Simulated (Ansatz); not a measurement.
# Convergence test, Ni3Ge

All numbers below come from DFT PBEsol, scalar-relativistic, plane waves, PAW in Ansatz 0.2.0.

```
Ni Ge
1.0
     3.49213    0.03304    0.01335
     0.03304    3.51891   -0.03450
     0.01335   -0.03450    3.51994
Ni Ge
3 1
Direct
  0.47395 0.02326 0.51244
  0.97756 0.46256 0.49582
  0.46633 0.50021 0.96366
  0.99678 0.02759 0.99531
```

```json
{
 "Γ-centred k-mesh": "8×8×8",
 "occupation rule": "Gaussian smearing, 0.1 eV",
 "spin treatment": "unpolarised",
 "valence charge of the PAW sets": "Ni 18, Ge 14"
}
```

The atoms stay fixed while the plane-wave cutoff is varied. ΔE is the energy extrapolated to zero smearing, less that of the reference run (600 eV). The cell was strained and its atoms displaced at random, so that forces don't vanish. Pressure is positive in compression and holds a correction for the finite cutoff (Pulay stress).

Times are rough; the reference took 2.4 min on 1 thread of Intel(R) Xeon(R) Processor @ 2.50GHz (Skylake/Cascade Lake) (shared host), peak memory 0.78 GiB.

```csv
cutoff (eV),ΔE (meV/atom),P (GPa),largest change of a force component (eV/Å),plane waves at Γ,wall time (s)
200,13280,4.35,0.744,257,44
250,2194,10.67,0.624,389,44
300,262,11.59,0.060,487,52
350,18.7,9.54,0.019,639,62
420,1.88,9.36,0.001,839,77
600,0.00,9.34,0.000,1407,150
```